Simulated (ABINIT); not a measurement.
The system is NiO.

```
Ni O
1.0
     0.00000    2.08590    2.08590
     2.08590    0.00000    2.08590
     2.08590    2.08590    0.00000
Ni O
1 1
Direct
  0.00000 0.00000 0.00000
  0.50000 0.50000 0.50000
```

Base run:

```yaml
Program: ABINIT 10.8.3 (patched build)
Functional: LDA
Potentials_or_basis: PseudoDojo NC SR LDA v0.4.1 standard
Cutoff: 1225 eV
k_mesh: 8 × 8 × 8
Occupations: fermi-dirac, width 0.05 eV
Spin: collinear spin, ferromagnetic start
Starting_moments: "[1.0, 0.0] μB"
```

Its results: pressure -20.4 GPa; net moment 0.73 μB per cell; site moments Ni +0.61; O +0.11 μB.

Question: The run is repeated on the same cell with these changes: k mesh from 8 × 8 × 8 to 8 × 8 × 8, with 4 shifts. What comes out?

Answer: Pressure -20.7 GPa; net moment 0.58 μB per cell; site moments Ni +0.48; O +0.09 μB.

Caveats: small starting moments can end in a higher magnetic state in this program; so large a pressure means that the cell lies far from this level's equilibrium, or that cutoff or potentials fall short; a cell with one magnetic atom can't hold antiferromagnetic order, which such compounds often take.
